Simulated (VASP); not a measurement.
BaS: single point with RPBE

**What was measured.**

A printed reference work, monograph, original work of 1988 reports, for a bulk crystal of BaS at 2 K: band gap 3.806 eV (indirect).

Crystal: BaS.

```xyz
2
Lattice="0.0000 3.2569 3.2569 3.2569 0.0000 3.2569 3.2569 3.2569 0.0000" Properties=species:S:1:pos:R:3 pbc="T T T"
Ba    0.0000    0.0000    0.0000
S     3.2569    3.2569    3.2569
```

* Program: VASP 6.6.1
* Task: single point
* Functional: RPBE
* Potentials or basis: VASP PAW PBE potentials, release 64 (Ba_sv, S)
* Cutoff: 520 eV
* k mesh: 7 × 7 × 7
* Occupations: fermi-dirac, width 0.05 eV
* Spin: no spin polarisation
* Dipole correction: no
* Further INCAR settings: ALGO = Normal; EDIFF = 1e-06; NBANDS = 15

| Property | Result |
| --- | --- |
| Pressure | 0.4 GPa |
| Band gap on the k mesh | 2.40 eV (least direct gap 2.56 eV) |

Levels at points of the mesh, in eV from the valence-band top:
| k point | band 6 | band 7 | band 8 | band 9 | band 10 | band 11 |
| --- | --- | --- | --- | --- | --- | --- |
| (0.00, 0.00, 0.00) | 0.00 | 0.00 | 0.00 | 3.55 | 3.95 | 3.95 |

Wall time 12 s on 1 thread of AMD EPYC 9R45 96-Core Processor (Zen 5), with other jobs on the host, peak memory 0.18 GiB.

A measured gap of BaS is 3.806 eV (indirect; 2 K; a printed reference work, monograph, original work of 1988); the calculated 2.40 eV misses it by -1.41 eV. Spin-orbit coupling on Ba is left out. The value is that of RPBE on a finite k mesh, which can miss the band edges, without temperature or zero-point motion. Semilocal functionals fall short of measured gaps as a rule.

Caveat: the PAW data sets were made with another functional, which shifts forces and pressure a little; spin-orbit coupling is left out, which moves the levels of the heavy elements; an odd mesh through Γ misses points on the zone boundary, where band edges can lie.
